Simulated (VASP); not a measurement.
# Hf: relaxation of cell and atoms with PBEsol

The system is Hf.

```
CELL_PARAMETERS angstrom
-1.62955 1.62955 1.62955
1.62955 -1.62955 1.62955
1.62955 1.62955 -1.62955
ATOMIC_POSITIONS crystal
Hf 0.00000 0.00000 0.00000
```

This isn't the form of Hf at room conditions, which is hcp.

| Item | Value |
| --- | --- |
| Program | VASP 6.6.1 |
| Task | relaxation of cell and atoms |
| Functional | PBEsol |
| Potentials or basis | VASP PAW PBE potentials, release 64 (Hf) |
| Cutoff | 520 eV |
| k mesh | 16 × 16 × 16 |
| Occupations | gaussian, width 0.1 eV |
| Spin | no spin polarisation |
| Target pressure | 12 GPa |
| Further INCAR settings | ALGO = Normal; EDIFF = 1e-07; IBRION = 2; EDIFFG = -0.002; NSW = 80; ISIF = 3 |
| Target pressure | 12 GPa |

| Item | Value |
| --- | --- |
| Relaxed volume | 19.26 Å³/atom |
| Relaxed cell | a = 2.925 Å, b = 2.925 Å, c = 2.925 Å, α = 109.47°, β = 109.47°, γ = 109.47° |
| Space group after relaxing (to 0.05 Å) | Im-3m (No. 229) |
| Energy change on relaxing (the enthalpy is what falls) | -248.2 meV/atom |
| Ionic steps | 17 |
| Pressure after relaxing | 12.0 GPa |
| Band gap on the k mesh | none (metal or under the smearing width) |

The path:
| step | energy change (eV) | largest force (eV/Å) | pressure (GPa) | volume (Å³) |
| --- | --- | --- | --- | --- |
| 1 | 0.0000 | 0.0000 | 29.99 | 17.31 |
| 2 | -0.2787 | 0.0000 | -7.06 | 22.65 |
| 3 | -0.2542 | 0.0000 | 11.38 | 19.34 |
| 4 | -0.2485 | 0.0000 | 11.97 | 19.26 |
| 5 | -0.2455 | 0.0000 | 12.28 | 19.22 |
| 6 | -0.2456 | 0.0000 | 12.27 | 19.22 |
| 7 | -0.2459 | 0.0000 | 12.23 | 19.23 |
| 8 | -0.2459 | 0.0000 | 12.23 | 19.23 |
| 9 | -0.2459 | 0.0000 | 12.23 | 19.23 |
| 10 | -0.2459 | 0.0000 | 12.23 | 19.23 |
| 11 | -0.2460 | 0.0000 | 12.23 | 19.23 |
| 12 | -0.2461 | 0.0000 | 12.22 | 19.23 |
| 13 | -0.2462 | 0.0000 | 12.20 | 19.23 |
| 14 | -0.2465 | 0.0000 | 12.17 | 19.23 |
| 15 | -0.2472 | 0.0000 | 12.10 | 19.24 |
| 16 | -0.2485 | 0.0000 | 11.97 | 19.26 |
| 17 | -0.2482 | 0.0000 | 12.00 | 19.26 |

Final structure:
```
Hf
1.0
    -1.68851    1.68851    1.68851
     1.68851   -1.68851    1.68851
     1.68851    1.68851   -1.68851
Hf
1
Direct
  0.00000 0.00000 0.00000
```

Levels at points of the mesh, in eV from the Fermi level:
```tsv
k point	band 1	band 2	band 3	band 4	band 5	band 6
(0.00, 0.00, 0.00)	-7.50	1.64	1.64	1.64	4.90	4.90
(0.50, 0.00, 0.00)	-3.87	-0.79	1.77	4.82	6.00	9.10
(0.50, 0.50, 0.50)	-3.28	-3.28	8.04	8.04	8.04	8.49
```

Run time: 28 s on 1 thread of Intel(R) Xeon(R) 6975P-C (Granite Rapids), with other jobs on the host, peak memory 0.16 GiB.

Caveat: the cell is relaxed towards a set pressure, so the enthalpy falls and the energy may rise; the PAW data sets were made with another functional, which shifts forces and pressure a little. Zero-point motion and thermal expansion aren't in these numbers.
